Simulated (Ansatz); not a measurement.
# Convergence notes, G0W0 on PbTe (zincblende)

Zincblende PbTe, relaxed with r2SCAN; one-shot G0W0 in Ansatz without spin-orbit coupling. The calculation is spin-unpolarised, and the structure need not be a phase that has been made.

```cif
data_structure
_symmetry_space_group_name_H-M 'P 1'
_symmetry_Int_Tables_number 1
_cell_length_a 5.1499
_cell_length_b 5.1499
_cell_length_c 5.1499
_cell_angle_alpha 60.000
_cell_angle_beta 60.000
_cell_angle_gamma 60.000
_cell_volume 96.58
loop_
_atom_site_label
_atom_site_type_symbol
_atom_site_fract_x
_atom_site_fract_y
_atom_site_fract_z
_atom_site_occupancy
Pb1 Pb 0.00000 0.00000 0.00000 1
Te1 Te 0.25000 0.25000 0.25000 1
```

Gaps are read over the mesh points alone. G0W0 here is at a finite number of bands, screening cutoff and k mesh, not at the basis limit.
```json
{"start": "PBE", "potentials": "PAW", "frequency model": "contour deformation", "mesh": "4×4×4", "empty bands": "363", "screening cutoff (eV)": "140", "Kohn-Sham gap (eV)": "0.59", "G0W0 gap (eV)": "0.95", "rough cost": "8 core-minutes"}
{"start": "PBE", "potentials": "PAW", "frequency model": "contour deformation", "mesh": "4×4×4", "empty bands": "667", "screening cutoff (eV)": "210", "Kohn-Sham gap (eV)": "0.59", "G0W0 gap (eV)": "1.01", "rough cost": "40 core-minutes"}
{"start": "PBE", "potentials": "PAW", "frequency model": "contour deformation", "mesh": "4×4×4", "empty bands": "156", "screening cutoff (eV)": "80", "Kohn-Sham gap (eV)": "0.59", "G0W0 gap (eV)": "0.86", "rough cost": "90 core-seconds"}
{"start": "PBE", "potentials": "PAW", "frequency model": "Godby-Needs pole", "mesh": "4×4×4", "empty bands": "363", "screening cutoff (eV)": "140", "Kohn-Sham gap (eV)": "0.59", "G0W0 gap (eV)": "0.89", "rough cost": "8 core-minutes"}
{"start": "PBE", "potentials": "norm-conserving", "frequency model": "contour deformation", "mesh": "4×4×4", "empty bands": "363", "screening cutoff (eV)": "140", "Kohn-Sham gap (eV)": "0.59", "G0W0 gap (eV)": "0.93", "rough cost": "15 core-minutes"}
{"start": "LDA", "potentials": "PAW", "frequency model": "contour deformation", "mesh": "4×4×4", "empty bands": "363", "screening cutoff (eV)": "140", "Kohn-Sham gap (eV)": "0.46", "G0W0 gap (eV)": "0.91", "rough cost": "8 core-minutes"}
{"start": "r2SCAN", "potentials": "PAW", "frequency model": "contour deformation", "mesh": "4×4×4", "empty bands": "363", "screening cutoff (eV)": "140", "Kohn-Sham gap (eV)": "0.75", "G0W0 gap (eV)": "1.06", "rough cost": "9 core-minutes"}
```

G0W0 moves the gap on the mesh from 0.59 eV (PBE) to 1.01 eV (W to X). Renormalisation factors Z lie between 0.63 and 0.76.

Raising bands and cutoff together moves the gap by +0.09 eV (80 to 140 eV), then +0.06 eV (140 to 210 eV); the last step is still large, so the basis limit isn't reached. The Godby-Needs plasmon pole differs from contour deformation by -0.06 eV. Norm-conserving potentials (wave cutoff 1120 eV against 420 eV) shift the quasiparticle gap by -0.02 eV and the PBE gap by 0.00 eV. Starting from LDA (0.46 eV against PBE's 0.59 eV) gives 0.91 eV, -0.04 eV from G0W0@PBE at the same screening cutoff. Starting from r2SCAN (0.75 eV against PBE's 0.59 eV) gives 1.06 eV, +0.11 eV from G0W0@PBE at the same screening cutoff. r2SCAN runs take a wave cutoff of 500 eV.
